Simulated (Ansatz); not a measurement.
# From the elastic tensor of AlAs to moduli and sound speeds

These are results of DFT PBE0, scalar-relativistic, plane waves, PAW (Ansatz), not measurements. Cutoff 420 eV, 6×6×6 k-points (Γ-centred), fixed occupations. No spin polarisation.

Symmetry: F-43m, No. 216, cubic system. The conventional cell has a = 5.682 Å, b = 5.682 Å, c = 5.682 Å, α = 90.00°, β = 90.00°, γ = 90.00°. Al (site symmetry -43m) has 4 As at 2.46 Å as nearest neighbours. As (site symmetry -43m) has 4 Al at 2.46 Å as nearest neighbours.

The cell is the ideal cubic zincblende prototype.

Relaxed-ion constants (GPa, on the Cartesian axes of the calculation):
C11 = 117.5, C12 = 55.7, C13 = 55.7, C22 = 117.5, C23 = 55.7, C33 = 117.5, C44 = 57.5, C55 = 57.5, C66 = 57.5 GPa; the others vanish.

Density 3.690 g/cm³; 2 atoms in 45.86 Å³.

The values that follow are for a polycrystal of randomly turned grains, by Hill's mean where one number stands.

* Bulk modulus, Voigt / Reuss / Hill: 76.3 / 76.3 / 76.3 GPa
* Shear modulus, Voigt / Reuss / Hill: 46.9 / 42.8 / 44.8 GPa
* Young's modulus: 112 GPa
* Poisson ratio: 0.254
* Pugh ratio B/G: 1.70
* Universal anisotropy index: 0.48
* Longitudinal and transverse sound speeds: 6072 and 3485 m/s
* Debye temperature from the mean sound speed: 406 K

Cost: 1 run of about 44 core-minutes, on Intel Xeon Platinum 8375C (Ice Lake) (shared hosts).

The elastic tensor describes a crystal that resists shear along the cube axes much more strongly than tetragonal shear: C44 is 57.5 GPa, nearly twice half the difference between C11 and C12. This follows from the tetrahedral sp³ network. To first order, a tetragonal strain only bends the bond angles, whereas the C44 strain also stretches and compresses bonds, a cost that the internal displacement of the two sublattices relieves only in part. The crystal is therefore stiffest in tension along the ⟨111⟩ bond directions and softest along ⟨100⟩. The same contrast separates the Voigt and Reuss shear moduli, while the bulk modulus has no such spread because cubic symmetry makes the response to pressure isotropic.

The constants satisfy the Born criteria, so the lattice is stable against small homogeneous strains. The Pugh ratio fits the brittleness expected of directional covalent bonding, but it is only an empirical indicator. Stability against phonons at finite wavevector does not follow from these elastic constants.
